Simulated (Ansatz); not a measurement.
## BN under changes of volume

One of the cells (5.959 Å³/atom); the others are scaled copies at fixed shape and fractional positions:

```
CELL_PARAMETERS angstrom
0.00000 1.81300 1.81300
1.81300 0.00000 1.81300
1.81300 1.81300 0.00000
ATOMIC_POSITIONS crystal
N 0.25000 0.25000 0.25000
B 0.00000 0.00000 0.00000
```

The cell is a database's computed one.

| Property | Result |
| --- | --- |
| Program | Ansatz 0.2.0 |
| Functional | PBEsol |
| Potentials or basis | all-electron LAPW, scalar-relativistic |
| Cutoff | 446 eV (chosen from the basis error) |
| Basis error allowed | 0.001 eV/atom |
| k mesh | 13 × 13 × 13 |
| Occupations | fermi-dirac, width 0.05 eV |
| Spin | no spin polarisation |

| volume (Å³/atom) | energy over the lowest point (meV/atom) | pressure (GPa) | gap on the mesh (eV) |
| --- | --- | --- | --- |
| 5.602 | 14.61 | 18.9 | 4.42 |
| 5.721 | ? | ? | ? |
| 5.840 | 0.00 | 1.3 | 4.37 |
| 5.959 | 1.89 | -6.3 | 4.35 |
| 6.078 | 9.19 | -13.2 | 4.33 |
| 6.198 | 21.39 | -19.5 | 4.30 |
| 6.317 | 38.07 | -25.2 | 4.28 |

What does the run at 5.721 Å³/atom give?

Energy over the lowest point 4.04 meV/atom; pressure 9.7 GPa; gap on the mesh 4.40 eV.

Worked out: A Birch-Murnaghan fit of order 3 (a polynomial in V^(-2/3)) to the other rows has its minimum at 5.86 Å³/atom with B0 = V·E''(V) = 386 GPa and B' = 3.7. It gives 4.05 meV/atom at 5.721 Å³/atom, against the run's 4.04, and -dE/dV = 9.7 GPa, against 9.7. A straight line through the other rows of the gap, of slope -1.16 eV per unit of ln V, gives 4.40 eV, against the run's 4.40.

Energies are extrapolated to zero smearing.

Caveats: an odd mesh through Γ misses points on the zone boundary, where band edges often lie.
